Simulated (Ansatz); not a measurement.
SiC: pressure against volume per atom

Results calculated with Ansatz 0.2.0, not measured. Density functional stress and forces at fixed atoms, pressure and stress positive in compression, spin-unpolarised plane waves.

Cell of the first row (space group P6_3mc, No. 186):
```
CELL_PARAMETERS angstrom
2.91050 0.00000 0.00000
-1.45530 2.52060 0.00000
0.00000 0.00000 4.77750
ATOMIC_POSITIONS crystal
Si 0.33333 0.66667 0.99970
Si 0.66667 0.33333 0.49970
C 0.33333 0.66667 0.37530
C 0.66667 0.33333 0.87530
```

Settings of every row: periodic directions 3; functional HSE06; spin orbit no; potentials PAW; wave cutoff 420 eV; k mesh 6x6x4; smearing width 0 eV.

Limits: stress loosely converged.

```csv
row,volume per atom (Å³),pressure (GPa)
1,8.762,50.5
2,9.145,34.2
3,9.434,23.7
4,9.729,14.4
5,10.03,6.1
6,10.65,-7.6
7,10.97,-13.3
8,11.132,-15.9
9,11.295,-18.3
10,11.628,?
11,11.966,-26.3
```

Question: what pressure should row 10 give?

Worked fit of pressure. Take u = (V_r/V)^(2/3) − 1 with V_r = 10.34 Å³ an atom, which is twice the finite (Eulerian) strain; such expansions in the strain, on which the Birch-Murnaghan equation of state is built, carry the rest volume and the bulk modulus. The shown rows have u = 0.11672, 0.08532, 0.06304, 0.04144, 0.0205, -0.0195, -0.03866, -0.04801, -0.05719, -0.09278. Least squares give pressure = −1.26 + 343.11 × u + 819.6 × u² + 343 × u³ GPa; a parabola predicts inner rows, each left out in turn, worse (root mean square 0.093 against 0.031 GPa). All shown rows lie on it to the printed digit. The pressure vanishes at u = 0.0036, or V = 10.28 Å³ an atom, and there the bulk modulus with atoms relaxed is B = −V dP/dV = (2/3)(1 + u) dP/du = 234 GPa. The withheld row has u = -0.07528, so the fit gives −1.26 + 343.11 × (-0.07528) + 819.6 × (-0.07528)² + 343 × (-0.07528)³ = -22.6 GPa.

The calculation gave -22.6 GPa. The fit meets it to the printed digit.
